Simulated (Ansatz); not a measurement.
Notes on a calculation: GaSb

**What was measured.** A printed reference work, monograph reports, for a bulk crystal of GaSb at 300 K: lattice constant a 6.09612 Å.

A printed reference work, data compilation reports, for a bulk crystal of GaSb at 4.2 K: band gap 0.811 eV (direct).

The results are compared with them further down.

Computed with Ansatz (plane waves, PAW, 500 eV cutoff): r²SCAN, scalar-relativistic, no spin polarisation, Γ-centred 10×10×10 mesh, 0.05 eV Gaussian smearing. The datasets are Ansatz's generated set soft_2.

The chain of runs began from a cell as deposited in COD, expanded in volume. Of that entry: the entry's cell lengths or inner coordinates differ somewhat from later room-temperature determinations.

The first cell:

```
Ga Sb
1.0
     0.00000    3.06916    3.06916
     3.06916    0.00000    3.06916
     3.06916    3.06916    0.00000
Ga Sb
1 1
Direct
  0.00000 0.00000 0.00000
  0.75000 0.75000 0.75000
```

The first steps of the search for zero pressure:

```csv
run,level,k-mesh,kind,V (Å³/atom),P (GPa),gap on the mesh (eV)
1,"PBE, 420 eV",6×6×6,fixed cell,28.91,1.9,metal
2,"PBE, 420 eV",6×6×6,fixed cell,29.28,1.2,metal
```

Q: At which volume does r²SCAN reach zero pressure?

A: 28.81 Å³/atom, about 0.3 % under the start.

The steps that followed:

```csv
run,level,k-mesh,kind,V (Å³/atom),P (GPa),E − E(final) (meV/atom),gap on the mesh (eV)
3,"PBE, 420 eV",6×6×6,fixed cell,30.06,0.0,–,metal
4,r²SCAN,10×10×10,fixed cell,30.06,-2.0,8.2,0.10
5,r²SCAN,10×10×10,fixed cell,29.66,-1.4,3.8,0.20
6,r²SCAN,10×10×10,fixed cell,28.81,0.0,0.0,0.42
```

The final structure (symmetry read at 0.01 Å). Symmetry: F-43m, No. 216, cubic system. Conventional cell: a = 6.131 Å, b = 6.131 Å, c = 6.131 Å, α = 90.00°, β = 90.00°, γ = 90.00°. Around Ga (site symmetry -43m) lie 4 Sb at 2.65 Å. Sb (site symmetry -43m) has 4 Ga at 2.65 Å as nearest neighbours. (Neighbours are counted to 15 % beyond the shortest distance.)

```json
{"atom": "Ga", "site": "4a", "symmetry": "-43m", "x": "0.0000", "y": "0.0000", "z": "0.0000"}
{"atom": "Sb", "site": "4c", "symmetry": "-43m", "x": "0.2500", "y": "0.2500", "z": "0.2500"}
```

At the final geometry the gap, band path included, is 0.42 eV. Against the elements' standard states, run alike and uncorrected, the formation energy is -0.24 eV/atom. The runs in the table took roughly 0.7 core-minutes.

**Reading the result.**

Formal charges Ga³⁺, Sb³⁻ balance and leave closed shells on every ion, so a band insulator is expected, and the gap is 0.42 eV.

Within 0.6 eV of the edges the projected states are 73 % Sb 5p at the top of the valence band and 35 % Ga 4s at the bottom of the conduction band. The conduction edge mixes several shells, so no single label fits the gap.

**Against experiment.** Against the measured lattice constant a of GaSb, 6.09612 Å (300 K; a printed reference work, monograph), the calculated 6.131 Å is off by +0.6 %. The calculation is for a static lattice, without zero-point motion or thermal expansion. Measured gap of GaSb: 0.811 eV (direct; 4.2 K; a printed reference work, data compilation). This calculation gives 0.42 eV (-0.40 eV). Kohn–Sham gaps of semilocal functionals mostly fall below measured ones. Spin–orbit coupling is left out here. Temperature and excitons aren't in the calculation.

Scalar-relativistic only: spin–orbit splittings of the heavy atoms' levels are missing.
